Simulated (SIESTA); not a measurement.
This SIESTA 5.4.2 run on MgO needs a look.

File MgO.fdf:

```
SystemName                      MgO
SystemLabel                     MgO
NumberOfSpecies                 2
NumberOfAtoms                   2
%block ChemicalSpeciesLabel
  1  12 Mg
  2   8 O
%endblock ChemicalSpeciesLabel

LatticeConstant                 1.0 Ang
%block LatticeVectors
     0.0000000000     2.0970013927     2.0970013927
     2.0970013927     0.0000000000     2.0970013927
     2.0970013927     2.0970013927     0.0000000000
%endblock LatticeVectors
AtomicCoordinatesFormat         Fractional
%block AtomicCoordinatesAndAtomicSpecies
     0.0000000000     0.0000000000     0.0000000000  1  Mg
     0.5000000000     0.5000000000     0.5000000000  2  O
%endblock AtomicCoordinatesAndAtomicSpecies

%block kgrid.MonkhorstPack
   11   0   0  0.0
    0  11   0  0.0
    0   0  11  0.0
%endblock kgrid.MonkhorstPack
XC.Functional                   GGA
XC.Authors                      B3LYP
PAO.BasisSize                   DZP
PAO.EnergyShift                 0.005 Ry
Mesh.Cutoff                     800 Ry
OccupationFunction              FD
ElectronicTemperature           0.05 eV
MaxSCFIterations                80
SCF.MustConverge                false
SCF.Mixer.Method                Pulay
SCF.Mixer.Weight                0.25
SCF.Mixer.History               8
SCF.DM.Tolerance                5.0e-05
SCF.H.Tolerance                 1.0e-03 eV
WriteForces                     true
Charge.Mulliken                 end
Charge.Hirshfeld                end
Charge.Voronoi                  end
SaveRho                         true
SaveElectrostaticPotential      true
%block ProjectedDensityOfStates
  EF -10.0 15.0 0.2 301 eV
%endblock ProjectedDensityOfStates
%block PDOS.kgrid.MonkhorstPack
   17   0   0  0.0
    0  17   0  0.0
    0   0  17  0.0
%endblock PDOS.kgrid.MonkhorstPack
```

Potentials or basis: PseudoDojo 0.4 standard (PBE files), DZP (energy shift 0.005 Ry).

Launch:

```bash
$ siesta < MgO.fdf > MgO.out 2>&1
```

MgO.out:

```text
Version         : 5.4.2

                           ***********************
                           *  WELCOME TO SIESTA  *
                           ***********************

 NOTE: Siesta V5 introduces some new defaults for basis-set generation
 NOTE: which might lead to slightly different numerical results.
 NOTE: Please see the manual for full details and compatibility measures.

[... 164 lines left out ...]
Valence charge in pseudo generation:   10.00000

xc_check: Exchange-correlation functional:
xc_check: GGA B3LYP
xc_check: WARNING: Pseudopotential generated with GGA PBE functional
GGAXC: Unknown author B3LYP
Stopping Program from Node:    0
GGAXC: Unknown author B3LYP
Stopping Program from Node:    0

Program received signal SIGABRT: Process abort signal.

Backtrace for this error:
```

Problem. What happened, and what is wrong with the input?

Solution. The program refused the input. The input holds a flaw that was put in on purpose: unknown functional (XC.Mix = left out; XC.Functional = GGA; XC.Authors = B3LYP).
